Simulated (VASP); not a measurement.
# Na (P6_3/mmc) in VASP: notebook

Runs on Na. Level: LDA. Tasks: single point.

All numbers are computed with VASP 6.6.1; they aren't measurements. Logs are shortened: lines on timing, memory, paths and dates and some standing lists are left out, and cuts for length are marked.

### 1 The crystal as given

The structure is hexagonal, space group P6_3/mmc (No. 194). The conventional cell has a = 3.619 Å, b = 3.619 Å, c = 5.909 Å, α = 90.00°, β = 90.00°, γ = 120.00°. Na (site symmetry -6m2) has 12 Na at 3.62 Å as nearest neighbours.

This isn't the form of Na at room conditions, which is bcc.

### 2 Single point, LDA

INCAR

```
SYSTEM = Na
  ALGO = Fast
  EDIFF = 1E-6
  ENCUT = 520
  ISIF = 2
  ISMEAR = -1
  LASPH = .TRUE.
  LCHARG = .TRUE.
  LELF = .TRUE.
  LREAL = .FALSE.
  LVHAR = .TRUE.
  LWAVE = .FALSE.
  NBANDS = 14
  NELM = 60
  PREC = Accurate
  SIGMA = 0.1
```

KPOINTS

```
k-points
0
G
  16 16 9
  0 0 0
```

POSCAR

```
Na
1.0
    3.6192453809      0.0000000000      0.0000000000
   -1.8096226905      3.1343584424      0.0000000000
    0.0000000000      0.0000000000      5.9091628235
Na
2
Direct
    0.3333333333      0.6666666667      0.2500000000
    0.6666666667      0.3333333333      0.7500000000
```

Potentials or basis: VASP PAW LDA potentials, release 64 (Na_pv).

Command:

```
$ cat potpaw_LDA.64/Na_pv/POTCAR > POTCAR
$ mpirun -np 1 vasp_std > vasp.out
```

OUTCAR:

```text
SYSTEM = Na
   EDIFF = 1E-6
   ENCUT = 520
   ISIF = 2
   ISMEAR = -1
   LASPH = .TRUE.
   LREAL = .FALSE.
   NELM = 60
   PREC = Accurate

 ion  position               nearest neighbor table
   1  0.333  0.667  0.250-
   2  0.667  0.333  0.750-

  LATTYP: Found a hexagonal cell.
 ALAT       =     3.6192453809
 C/A-ratio  =     1.6327057720

  Lattice vectors:

 A1 = (   3.6192453809,   0.0000000000,   0.0000000000)
 A2 = (  -1.8096226905,   3.1343584424,   0.0000000000)
 A3 = (   0.0000000000,   0.0000000000,   5.9091628235)

Analysis of symmetry for initial positions (statically):
=====================================================================
 Subroutine PRICEL returns:
 Original cell was already a primitive cell.

 Routine SETGRP: Setting up the symmetry group for a
 hexagonal supercell.

 Subroutine GETGRP returns: Found 24 space group operations
 (whereof 12 operations were pure point group operations)
 out of a pool of 24 trial point group operations.

The static configuration has the point symmetry D_3d.
 The point group associated with its full space group is D_6h.

Analysis of symmetry for dynamics (positions and initial velocities):
=====================================================================
 Subroutine PRICEL returns:
 Original cell was already a primitive cell.

 Routine SETGRP: Setting up the symmetry group for a
 hexagonal supercell.

 Subroutine GETGRP returns: Found 24 space group operations
 (whereof 12 operations were pure point group operations)
 out of a pool of 24 trial point group operations.

The dynamic configuration has the point symmetry D_3d.
 The point group associated with its full space group is D_6h.

 Subroutine INISYM returns: Found 24 space group operations
 (whereof 12 operations are pure point group operations),
 and found     1 'primitive' translations

----------------------------------------------------------------------------------------

                                     Primitive cell

  volume of cell :      67.0336

  direct lattice vectors                    reciprocal lattice vectors
     3.619245381  0.000000000  0.000000000     0.276300691  0.159522278  0.000000000
    -1.809622690  3.134358442  0.000000000     0.000000000  0.319044557  0.000000000
     0.000000000  0.000000000  5.909162823     0.000000000  0.000000000  0.169228710

  length of vectors
     3.619245381  3.619245381  5.909162823     0.319044557  0.319044557  0.169228710

  position of ions in fractional coordinates (direct lattice)
     0.333333333  0.666666667  0.250000000
     0.666666667  0.333333333  0.750000000

  ion indices of the primitive-cell ions
   primitive index   ion index
                 1           1
                 2           2

----------------------------------------------------------------------------------------

 KPOINTS: k-points

Automatic generation of k-mesh.
 Grid dimensions read from file:
 generate k-points for:   16   16    9

 Generating k-lattice:

  Cartesian coordinates                     Fractional coordinates (reciprocal lattice)
     0.017268793  0.009970142  0.000000000     0.062500000  0.000000000  0.000000000
     0.000000000  0.019940285  0.000000000     0.000000000  0.062500000  0.000000000
     0.000000000  0.000000000  0.018803190     0.000000000  0.000000000  0.111111111

  Length of vectors
     0.019940285  0.019940285  0.018803190

  Shift w.r.t. Gamma in fractional coordinates (k-lattice)
     0.000000000  0.000000000  0.000000000

 Subroutine IBZKPT returns following result:
 ===========================================

 Found    150 irreducible k-points:

 Following reciprocal coordinates:
            Coordinates               Weight
  0.000000  0.000000  0.000000      1.000000
  0.062500 -0.000000  0.000000      6.000000
  0.125000 -0.000000  0.000000      6.000000
  0.187500 -0.000000  0.000000      6.000000
  0.250000 -0.000000  0.000000      6.000000
  0.312500 -0.000000  0.000000      6.000000
[... 16 lines left out ...]
  0.187500  0.187500  0.000000      6.000000
  0.250000  0.187500  0.000000     12.000000
 [... further k-points ...]
   k-points           NKPTS =    150   k-points in BZ     NKDIM =    150   number of bands    NBANDS=     14
   number of dos      NEDOS =    301   number of ions     NIONS =      2
   total plane-waves  NPLWV =  37632
   dimension x,y,z NGX =    28 NGY =   28 NGZ =   48
   dimension x,y,z NGXF=    56 NGYF=   56 NGZF=   96
   ions per type =               2
   NGX,Y,Z   is equivalent  to a cutoff of  12.86, 12.86, 13.50 a.u.
   NGXF,Y,Z  is equivalent  to a cutoff of  25.72, 25.72, 27.01 a.u.
 SYSTEM =  Na
   PREC   = accura    normal or accurate (medium, high low for compatibility)
   ISTART =      0    job   : 0-new  1-cont  2-samecut
   ICHARG =      2    charge: 1-file 2-atom 10-const
   ISPIN  =      1    spin polarized calculation?
   LNONCOLLINEAR =      F non collinear calculations
   LSORBIT =      F    spin-orbit coupling
   LASPH  =      T    aspherical Exc in radial PAW
   ENCUT  =  520.0 eV  38.22 Ry    6.18 a.u.   6.73  6.73 10.99*2*pi/ulx,y,z
   NELM   =     60;   NELMIN=  2; NELMDL= -5     # of ELM steps
   EDIFF  = 0.1E-05   stopping-criterion for ELM
   LREAL  =      F    real-space projection
   EDIFFG = 0.1E-04   stopping-criterion for IOM
   NSW    =      0    number of steps for IOM
   IBRION =     -1    ionic relax: 0-MD 1-quasi-New 2-CG
   NFREE  =      0    steps in history (QN), initial steepest desc. (CG)
   ISIF   =      2    stress and relaxation
   ISYM   =      2    0-nonsym 1-usesym 2-fastsym
   POTIM  = 0.5000    time-step for ionic-motion
   TEBEG  =    0.0;   TEEND  =   0.0 temperature during run
   PSTRESS=    0.0 pullay stress
   NELECT =      14.0000    total number of electrons
   NUPDOWN=      -1.0000    fix difference up-down
   EMIN   =  10.00;   EMAX   =-10.00  energy-range for DOS
   EFERMI =   0.00;   METHOD = LEGACY
   ISMEAR =    -1;   SIGMA  =   0.10  broadening in eV -4-tet -1-fermi 0-gaus
   EFERMI_NEDOS =   21; number of points for ismear=-14 and -15
   IALGO  =     68    algorithm
   IMIX   =      4    mixing-type and parameters
     AMIX     =   0.40;   BMIX     =  1.00
     AMIX_MAG =   1.60;   BMIX_MAG =  1.00
  volume/ion in A,a.u.               =      33.52       226.18
  Fermi-wavevector in a.u.,A,eV,Ry     =   0.971300  1.835490 12.836053  0.943423
  Thomas-Fermi vector in A             =   2.101506
   LORBIT       =      0    0 simple, 1 ext, 2 COOP (PROOUT), +10 PAW based schemes
   GGA     = CA    functional components
   LHFCALC =     F    Hartree Fock is set to
   AEXX    =    0.0000 exact exchange contribution
   IVDW    =     0    specifies the selected vdW correction
   LEPSILON=     F    determine dielectric tensor
   LRPA    =     F    only Hartree local field effects (RPA)
 non-spin polarized calculation
 RMM-DIIS sequential band-by-band and
  energy-cutoff  :      520.00
  volume of cell :       67.03
 maximum number of plane-waves:      1834
 NGX is ok and might be reduce to    28
   NGX = 13   NGY = 13   NGZ = 21

 number of electron      14.0000009 magnetization

 Free energy of the ion-electron system (eV)
  ---------------------------------------------------
  ext. energy  EPLUGINS =         0.00000000
  ---------------------------------------------------
  free energy    TOTEN  =        -2.92510434 eV

  energy without entropy =       -2.89592969  energy(sigma->0) =       -2.91051701

 E-fermi :   0.4650     XC(G=0):  -7.0164

 val. band max:        0.4379427863   @ k =   0.3750  -0.0000   0.4444
 cond. band min:       0.4835471120   @ k =   0.1875   0.1875   0.3333
 fundamental gap:      0.0456043257
 Fermi energy:         0.4650307591

 k-point     1 :       0.0000    0.0000    0.0000
  band No.  band energies     occupation
      1     -24.4592      2.00000
      2     -24.4152      2.00000
      3     -24.4152      2.00000
      4     -24.4082      2.00000
      5     -24.4082      2.00000
      6     -24.4080      2.00000
      7      -3.0474      2.00000
      8       1.0452      0.00602
      9       1.4741      0.00008
     10      10.9687      0.00000
     11      10.9687      0.00000
     12      11.3952      0.00000
     13      11.3952      0.00000
     14      11.5149      0.00000

 k-point     2 :       0.0625   -0.0000    0.0000
  band No.  band energies     occupation
      1     -24.4586      2.00000
      2     -24.4167      2.00000
      3     -24.4157      2.00000
      4     -24.4097      2.00000
      5     -24.4085      2.00000
      6     -24.4082      2.00000
      7      -2.9852      2.00000
      8       1.0991      0.00352
      9       1.5345      0.00005
     10       9.7430      0.00000
     11      10.4253      0.00000
     12      10.9316      0.00000
     13      12.0040      0.00000
     14      12.1834      0.00000

 k-point     3 :       0.1250   -0.0000    0.0000
  band No.  band energies     occupation
      1     -24.4567      2.00000
      2     -24.4209      2.00000
      3     -24.4170      2.00000
      4     -24.4140      2.00000
      5     -24.4092      2.00000
      6     -24.4089      2.00000
      7      -2.7993      2.00000
      8       1.2610      0.00070
      9       1.7142      0.00001
     10       8.2392      0.00000
     11       9.8018      0.00000
     12      10.1476      0.00000
     13      11.8139      0.00000
     14      12.3184      0.00000
[... 324 lines left out ...]
 k-point    23 :       0.1875    0.1875    0.0000
  band No.  band energies     occupation
      1     -24.4445      2.00000
      2     -24.4384      2.00000
      3     -24.4384      2.00000
      4     -24.4239      2.00000
      5     -24.4171      2.00000
      6     -24.4147      2.00000
      7      -1.3985      2.00000
      8       2.5086      0.00000
      9       2.9648      0.00000
     10       4.8882      0.00000
     11       5.5089      0.00000
     12       8.5797      0.00000
     13       8.8103      0.00000
     14       9.3252      0.00000

 k-point    24 :       0.2500    0.1875    0.0000
  band No.  band energies     occupation
      1     -24.4440      2.00000
      2     -24.4410      2.00000
      3     -24.4405      2.00000
      4     -24.4273      2.00000
      5     -24.4198      2.00000
      6     -24.4171      2.00000
      7      -0.8022      1.99999
      8       3.0545      0.00000
      9       3.2496      0.00000
     10       4.0322      0.00000
     11       5.0800      0.00000
     12       7.4632      0.00000
     13       8.3700      0.00000
     14       8.4618      0.00000

 [... further k-points ...]

------------------------ aborting loop because EDIFF is reached ----------------------------------------

  FORCE on cell =-STRESS in cart. coord.  units (eV):
  Direction    XX          YY          ZZ          XY          YZ          ZX
  --------------------------------------------------------------------------------------
  -------------------------------------------------------------------------------------
  Total       -0.0275654     -0.0275654     -0.0303804      0.0000000      0.0000000      0.0000000
  in kB       -0.6588439     -0.6588439     -0.7261258      0.0000000      0.0000000      0.0000000
  external PRESSURE =      -0.6812712 kB  Pullay stress =       0.0000000 kB

 VOLUME and BASIS-vectors are now :
 -----------------------------------------------------------------------------
  energy-cutoff  :      520.00
  volume of cell :       67.03
      direct lattice vectors                 reciprocal lattice vectors
     3.619245381  0.000000000  0.000000000     0.276300691  0.159522278  0.000000000
    -1.809622690  3.134358442  0.000000000     0.000000000  0.319044557  0.000000000
     0.000000000  0.000000000  5.909162823     0.000000000  0.000000000  0.169228710

 POSITION                                       TOTAL-FORCE (eV/Angst)
 -----------------------------------------------------------------------------------
     -0.00000      2.08957      1.47729        -0.000000     -0.000000     -0.000000
      1.80962      1.04479      4.43187         0.000000      0.000000      0.000000
 -----------------------------------------------------------------------------------
    total drift:                               -0.000000      0.000000      0.000000

  FREE ENERGIE OF THE ION-ELECTRON SYSTEM (eV)
  ---------------------------------------------------
  free  energy   TOTEN  =        -2.9251043359 eV

  energy  without entropy=       -2.8959296866  energy(sigma->0) =       -2.91051701
```

Run time: 47 s. Hardware: 1 thread of Intel Xeon 6975P-C (Granite Rapids), shared host; peak memory 0.22 GiB.

What came out:

* Free energy: -2.9251 eV
* Pressure: -0.1 GPa
* Band gap on the k mesh: none (metal or under the smearing width)

Levels at points of the mesh, in eV from the Fermi level:
| k point | band 4 | band 5 | band 6 | band 7 | band 8 | band 9 | band 10 | band 11 |
| --- | --- | --- | --- | --- | --- | --- | --- | --- |
| (0.00, 0.00, 0.00) | -24.87 | -24.87 | -24.87 | -3.51 | 0.58 | 1.01 | 10.50 | 10.50 |
| (0.50, 0.00, 0.00) | -24.89 | -24.88 | -24.88 | 0.25 | 0.37 | 4.05 | 4.10 | 4.63 |

### 3 Single point, LDA

This run uses another cell than the first one, of 32.18 Å³/atom, 0.960 times its volume.

INCAR

```
SYSTEM = Na
PREC = Accurate
ENCUT = 520
EDIFF = 1E-6
ISMEAR = -1
SIGMA = 0.1
LREAL = .FALSE.
LASPH = .TRUE.
NELM = 80
ALGO = Normal
ISIF = 2
LWAVE = .FALSE.
LCHARG = .TRUE.
LELF = .TRUE.
LVHAR = .TRUE.
NBANDS = 14
```

KPOINTS

```
Automatic mesh
0
G
  11 11 6
  0 0 0
```

POSCAR

```
Na
1.0
    3.5703306634      0.0000000000      0.0000000000
   -1.7851653317      3.0919970544      0.0000000000
    0.0000000000      0.0000000000      5.8292994818
Na
2
Direct
    0.3333333333      0.6666666667      0.2500000000
    0.6666666667      0.3333333333      0.7500000000
```

Potentials or basis: VASP PAW LDA potentials, release 64 (Na_pv).

Command:

```
$ cat potpaw_LDA.64/Na_pv/POTCAR > POTCAR
$ mpirun -np 1 vasp_std > vasp.out
```

Run time: 14 s. Hardware: 1 thread of Intel Xeon 6975P-C (Granite Rapids), shared host; peak memory 0.17 GiB.

The run converged. Its results:

```
Free energy            : -2.9184 eV
Pressure               : 0.4 GPa
Band gap on the k mesh : none (metal or under the smearing width)
```

Stress tensor (GPa, compression positive):
```
0.32 0.00 0.00
0.00 0.32 0.00
0.00 0.00 0.54
```

Levels at points of the mesh, in eV from the Fermi level:
```tsv
k point	band 4	band 5	band 6	band 7	band 8	band 9	band 10	band 11
(0.00, 0.00, 0.00)	-24.86	-24.86	-24.86	-3.61	0.58	1.04	10.73	10.73
(0.00, 0.00, 0.50)	-24.86	-24.86	-24.86	-2.48	-2.48	5.97	5.97	11.33
```

### 4 Single point, LDA

This run uses another cell than the first one, of 34.86 Å³/atom, 1.040 times its volume.

INCAR

```
SYSTEM = Na
PREC = Accurate ; ENCUT = 520
EDIFF = 1E-6 ; ISMEAR = -1
SIGMA = 0.1 ; LREAL = .False.
LASPH = .True. ; NELM = 60
ALGO = Normal ; ISIF = 2
LWAVE = .False. ; LCHARG = .False.
GGA = CA ; NBANDS = 14
```

KPOINTS

```
regular mesh
0
Gamma
  11 11 6
  0 0 0
```

POSCAR

```
Na
1.0
    3.6668724924      0.0000000000      0.0000000000
   -1.8334362462      3.1756047309      0.0000000000
    0.0000000000      0.0000000000      5.9869238833
Na
2
Direct
    0.3333333333      0.6666666667      0.2500000000
    0.6666666667      0.3333333333      0.7500000000
```

Command:

```
$ cat potpaw_LDA.64/Na_pv/POTCAR > POTCAR
$ mpirun -np 1 vasp_std > vasp.out
```

Run time: 14 s. Hardware: 1 thread of Intel Xeon 6975P-C (Granite Rapids), shared host; peak memory 0.17 GiB.

It converged, with:

```
Free energy            : -2.9182 eV
Pressure               : -0.3 GPa
Band gap on the k mesh : none (metal or under the smearing width)
```

Stress tensor (GPa, compression positive):
```
-0.37  0.00  0.00
 0.00 -0.37  0.00
 0.00  0.00 -0.19
```

Levels at points of the mesh, in eV from the Fermi level:
| k point | band 4 | band 5 | band 6 | band 7 | band 8 | band 9 | band 10 | band 11 |
| --- | --- | --- | --- | --- | --- | --- | --- | --- |
| (0.00, 0.00, 0.00) | -24.91 | -24.91 | -24.91 | -3.43 | 0.57 | 0.96 | 10.28 | 10.28 |
| (0.00, 0.00, 0.50) | -24.91 | -24.91 | -24.91 | -2.35 | -2.35 | 5.70 | 5.70 | 10.87 |

### 5 Overview

```csv
cell,k mesh,gap on the mesh (eV),pressure (GPa)
"P6_3/mmc, 33.52 Å³/atom",16 × 16 × 9,none,-0.1
"P6_3/mmc, 32.18 Å³/atom",11 × 11 × 6,none,0.4
"P6_3/mmc, 34.86 Å³/atom",11 × 11 × 6,none,-0.3
```

Alike in all rows: task single point; level LDA; potentials or basis VASP PAW LDA potentials, release 64 (Na_pv); no spin polarisation; cutoff (eV) 520; smearing fermi-dirac 0.1 eV.

Every run on the cell as given and a fine mesh finds a metal.

Total energies depend on the potentials used, so only differences within one code and one set of settings carry meaning.
